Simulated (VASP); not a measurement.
Re, 5 atoms in the cell. The cell holds a slab with vacuum, 5 atoms: a = 2.768 Å, b = 2.768 Å, c = 23.930 Å, α = 90.00°, β = 90.00°, γ = 120.00°. The slab is cut from a database's or a generator's crystal, which needn't be the stable form of the element. The cell isn't the ideal one: the (0 0 1) slab of Re, cut from the database cell, not relaxed.

- Program: VASP 6.6.1
- Task: single point
- Functional: PBE
- Potentials or basis: VASP PAW PBE potentials, release 64 (Re)
- Cutoff: 520 eV
- k mesh: 11 × 11 × 1
- Occupations: fermi-dirac, width 0.05 eV
- Spin: no spin polarisation
- Dipole correction: yes
- Further INCAR settings: ALGO = Normal; EDIFF = 1e-07; NBANDS = 26

Potentials or basis: VASP PAW PBE potentials, release 64 (Re).

Launch:

```console
$ cat potpaw_PBE.64/Re/POTCAR > POTCAR
$ mpirun -np 1 vasp_std > vasp.out
```

Hardware: 1 thread of Intel(R) Xeon(R) Platinum 8375C CPU @ 2.90GHz (Ice Lake), with other jobs on the host.

Question: How long does it take, and how much memory?

Answer: Run time: 4.4 min on 1 thread of Intel(R) Xeon(R) Platinum 8375C CPU @ 2.90GHz (Ice Lake) (shared host), peak memory 0.31 GiB. Counts: scf iterations 30, k points 16.
